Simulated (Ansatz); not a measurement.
Level of theory: Ansatz 0.2.0, DFT, PBE, plane waves (420 eV) with PAW, scalar-relativistic.

An element in the simple cubic structure gives this curve. The cell is scaled uniformly from the relaxed one, with fractional coordinates and shape fixed. Energies are extrapolated to zero smearing, pressures are those at the given smearing. Magnetic state: spin not included.

| V (Å³/atom) | E − E₀ (meV/atom) | P (GPa) |
| --- | --- | --- |
| 24.252 | 34.7 | 3.78 |
| 25.354 | 14.3 | 2.27 |
| 26.457 | 3.3 | 1.04 |
| 27.559 | 0.0 | 0.03 |
| 28.661 | 3.0 | -0.80 |
| 29.764 | 11.2 | -1.47 |
| 30.866 | 23.5 | -2.03 |

Which element is it?
A. scandium
B. antimony
C. indium
D. magnesium

D. Its fit is V₀ = 27.55 Å³/atom, B₀ = 23 GPa, B₀′ = 4.0.
